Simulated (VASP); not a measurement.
Set up this calculation in VASP 6.6.1, as the native input.

- Task: single point
- Functional: PBE
- Potentials or basis: VASP PAW PBE potentials, release 64 (Te)
- Cutoff: 520 eV
- k mesh: 9 × 9 × 9
- Occupations: gaussian, width 0.011 eV
- Spin: no spin polarisation
- Further INCAR settings: ALGO = Normal; EDIFF = 1e-06

The structure of Te lies in POSCAR:

```
Te
1.0
    2.3059043427      1.3313144930      1.6909537039
   -2.3059043427      1.3313144930      1.6909537039
    0.0000000000     -2.6626289860      1.6909537039
Te
1
Direct
    0.5000000000      0.5000000000      0.5000000000
```

This isn't the form of Te at room conditions, which is trigonal, of chains.

The input as run:

INCAR

```
SYSTEM = Te
PREC = Accurate
ENCUT = 520
EDIFF = 1E-6
ISMEAR = 0
SIGMA = 0.011
LREAL = .False.
LASPH = .True.
NELM = 80
ALGO = Normal
ISIF = 2
LWAVE = .False.
LCHARG = .False.
GGA = PE
```

KPOINTS

```
Automatic mesh
0
Gamma
  9 9 9
  0 0 0
```

Potentials or basis: VASP PAW PBE potentials, release 64 (Te).

Run with:

```bash
$ cat potpaw_PBE.64/Te/POTCAR > POTCAR
$ mpirun -np 1 vasp_std > vasp.out
```

Results of the run:

```
Pressure               : 2.6 GPa
Band gap on the k mesh : none (metal or under the smearing width)
```

It took 9.8 s on 1 thread of Intel(R) Xeon(R) Platinum 8488C (Sapphire Rapids), with other jobs on the host, peak memory 0.14 GiB.
